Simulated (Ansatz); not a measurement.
## BN: a jump of N

All numbers below come from DFT PBE+D3(BJ), scalar-relativistic, plane waves, PAW (Ansatz 0.2.0). Run with 420 eV cutoff, 2×2×2 k-mesh, shifted by half a step, Gaussian smearing of 0.02 eV, collinear spin.

Host crystal, relaxed:

```yaml
crystal:
  lattice:
    - [1.25306, 0.72345, 3.29488]
    - [-1.25306, 0.72345, 3.29488]
    - [0.00000, -1.44691, 3.29488]
  atoms:
    - { symbol: B, position: [0.99970, 0.99970, 0.99970] }
    - { symbol: N, position: [0.33274, 0.33274, 0.33274] }
```

In a supercell of 32 host sites, interstitial N hops to an equivalent place, moving 0.66 Å between the relaxed ends. Climbing-image nudged elastic band at fixed cell with images 0 (start) to 6 (end), the path measured over all atoms, converged to 0.05 eV/Å; the order of the saddle wasn't checked, and the small cell leaves errors of about a tenth of an eV.

Supercell rows in host cell vectors: -1 3 -1; -1 -1 3; 3 -1 -1. N was set at (0.438, 0.500, 0.625) of the host cell.

At the relaxed start N has 1 B at 1.51 Å, 1 N at 1.54 Å.

(1) How high is the barrier, and where does the atom pass?

Answers

(1) 0.06 eV at image 4, where N has 1 B at 1.54 Å, 1 N at 1.55 Å, 1 B at 1.89 Å.

Cost: 1 run of about 66 core-minutes, on Arm Neoverse N1 (shared hosts).